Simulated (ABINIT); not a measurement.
# HgTe (I-4m2) in ABINIT: a series of runs, part 2 of 2

ABINIT 10.8.3 (patched build). Earlier steps stand in the parts before.

### 3 Single point, PBEsol

The input, run.abi:

```
# Pseudopotentials
pp_dirpath "./"
pseudos "Hg.upf, Te.upf"

# Structure
acell 4.5807373659 4.5807373659 4.5807373659 Angstrom
rprim
    -0.6648717787     0.6648717787     0.3404277249
     0.6648717787    -0.6648717787     0.3404277249
     0.6648717787     0.6648717787    -0.3404277249
ntypat 2
znucl 80 52
natom 2
typat 1 2
xred
     0.7500000000     0.2500000000     0.5000000000
     0.0000000000     0.0000000000     0.0000000000

# Plane-wave basis
ecut 925.187132 eV

# k points
kptopt 1
ngkpt 8 8 8
nshiftk 1
shiftk 0.0 0.0 0.0

# Exchange and correlation
ixc -116133

# Bands and occupations
nband 22
occopt 3
tsmear 0.05 eV

# SCF cycle
nstep 100
tolvrs 1.0e-10

# Output
iomode 3
prtwf 0
prtden 0
prteig 0
prtebands 0
```

Potentials or basis: PseudoDojo NC SR PBEsol v0.4.1 standard.

Started as:

```bash
$ mpirun --bind-to none -np 4 abinit run.abi > log 2>&1
```

run.abo:

```text
.Version 10.8.3 of ABINIT
 Symmetries : space group I-4 m 2 (#119); Bravais tI (body-center tetrag.)
================================================================================
 Values of the parameters that define the memory need of the present run
     intxc =       0    ionmov =       0      iscf =       7    lmnmax =       7
     lnmax =       7     mgfft =      48  mpssoang =       4    mqgrid =    3001
     natom =       2  nloc_mem =       1    nspden =       1   nspinor =       1
    nsppol =       1      nsym =       8    n1xccc =    2501    ntypat =       2
    occopt =       3   xclevel =       2
       mpw =        3718          nfft =      110592          nkpt =          59
================================================================================
================================================================================

--------------------------------------------------------------------------------
------------- Echo of variables that govern the present computation ------------
--------------------------------------------------------------------------------
 -outvars: echo values of preprocessed input variables --------
            acell      8.6563390763E+00  8.6563390763E+00  8.6563390763E+00 Bohr
              amu      2.00590000E+02  1.27600000E+02
             ecut      3.40000000E+01 Hartree
                       outvar_i_n : Printing only first  50 k-points.
              ixc     -116133
                       outvar_i_n : Printing only first  50 k-points.
         kptrlatt        8    0    0      0    8    0      0    0    8
          kptrlen      4.71497251E+01
            natom           2
            nband          22
            ngfft          48      48      48
             nkpt          59
            nstep         100
             nsym           8
           ntypat           2
                       prtocc : prtvol=0, do not print more k-points.
           occopt           3
           prtden           0
        prtebands           0
           prteig           0
            prtwf           0
            rprim     -6.6487177870E-01  6.6487177870E-01  3.4042772490E-01
                       6.6487177870E-01 -6.6487177870E-01  3.4042772490E-01
                       6.6487177870E-01  6.6487177870E-01 -3.4042772490E-01
          spgroup         119
           tolvrs      1.00000000E-10
           tsmear      1.83746611E-03 Hartree
[... 122 lines left out ...]

 cartesian forces (hartree/bohr) at end:
    1     -0.00000000000000    -0.00000000000000    -0.00000000000000
    2      0.00000000000000     0.00000000000000     0.00000000000000
 frms,max,avg= 5.3452298E-30 8.5662596E-30   0.000E+00  0.000E+00  0.000E+00 h/b

 cartesian forces (eV/Angstrom) at end:
    1     -0.00000000000000    -0.00000000000000    -0.00000000000000
    2      0.00000000000000     0.00000000000000     0.00000000000000
 frms,max,avg= 2.7486277E-28 4.4049478E-28   0.000E+00  0.000E+00  0.000E+00 e/A
 length scales=  8.656339076263  8.656339076263  8.656339076263 bohr
              =  4.580737365900  4.580737365900  4.580737365900 angstroms
 Fermi (or HOMO) energy (hartree) =   0.23363   Average Vxc (hartree)=  -0.39162
 Eigenvalues (hartree) for nkpt=  59  k points:
 kpt#   1, nband= 22, wtk=  0.00195, kpt=  0.0000  0.0000  0.0000 (reduced coord)
  -3.98842   -2.08745   -2.08700   -2.08700   -1.12842   -1.12587   -1.12587   -1.12413
  -1.12402   -0.22658   -0.03770   -0.01208   -0.00915    0.00698    0.00698    0.10469
   0.14258    0.14258    0.35834    0.40094    0.48565    0.48565
      occupation numbers for kpt#   1
   2.00000    2.00000    2.00000    2.00000    2.00000    2.00000    2.00000    2.00000
   2.00000    2.00000    2.00000    2.00000    2.00000    2.00000    2.00000    2.00000
   2.00000    2.00000    0.00000    0.00000    0.00000    0.00000
 prteigrs : prtvol=0 or 1, do not print more k-points.

--- !EnergyTerms
iteration_state     : {dtset: 1, }
comment             : Components of total free energy in Hartree
kinetic             :  1.04439517836760E+02
hartree             :  6.88925400357055E+01
xc                  : -5.17792384987006E+01
Ewald energy        : -1.60539542487298E+02
psp_core            :  6.20992997782246E+00
local_psp           : -2.14806502084533E+02
non_local_psp       : -2.36491233018577E+01
internal            : -2.71232418522101E+02
'-kT*entropy'       : -1.79167499423525E-04
total_energy        : -2.71232597689601E+02
total_energy_eV     : -7.38061497823250E+03
band_energy         : -3.14158058612608E+01
...

 Cartesian components of stress tensor (hartree/bohr^3)
  sigma(1 1)=  1.47827484E-04  sigma(3 2)=  0.00000000E+00
  sigma(2 2)=  1.47827484E-04  sigma(3 1)=  0.00000000E+00
  sigma(3 3)=  1.15011921E-04  sigma(2 1)=  0.00000000E+00

-Cartesian components of stress tensor (GPa)         [Pressure= -4.0274E+00 GPa]
- sigma(1 1)=  4.34923475E+00  sigma(3 2)=  0.00000000E+00
- sigma(2 2)=  4.34923475E+00  sigma(3 1)=  0.00000000E+00
- sigma(3 3)=  3.38376755E+00  sigma(2 1)=  0.00000000E+00

== END DATASET(S) ==============================================================
================================================================================

 -outvars: echo values of variables after computation  --------
            acell      8.6563390763E+00  8.6563390763E+00  8.6563390763E+00 Bohr
           etotal     -2.7123259769E+02
            fcart     -1.0279915339E-30 -3.3581056776E-30 -8.5662595648E-30
                       1.0279915339E-30  3.3581056776E-30  8.5662595648E-30
            rprim     -6.6487177870E-01  6.6487177870E-01  3.4042772490E-01
                       6.6487177870E-01 -6.6487177870E-01  3.4042772490E-01
                       6.6487177870E-01  6.6487177870E-01 -3.4042772490E-01
           strten      1.4782748437E-04  1.4782748437E-04  1.1501192146E-04
                       0.0000000000E+00  0.0000000000E+00  0.0000000000E+00
           xangst     -1.0312796817E-16  3.0456030002E+00  7.7970499992E-01
                       0.0000000000E+00  0.0000000000E+00  0.0000000000E+00
             xred      7.5000000000E-01  2.5000000000E-01  5.0000000000E-01
                       0.0000000000E+00  0.0000000000E+00  0.0000000000E+00
 Calculation completed.
```

It took 55 s on 4 MPI ranks of Arm Neoverse V1, shared host; peak memory 0.4 GiB.

Results:

```
Free energy                                           : -7380.6150 eV
Pressure                                              : -4.0 GPa
Band gap on the k mesh                                : none (metal or under the smearing width)
Valence electrons inside the program's atomic spheres : Hg 16.51; Te 11.91
```

Stress tensor (GPa, compression positive):
```
-4.35  0.00  0.00
 0.00 -4.35  0.00
 0.00  0.00 -3.38
```

Caveat: the cutoff is short for stress, so the pressure is rough.
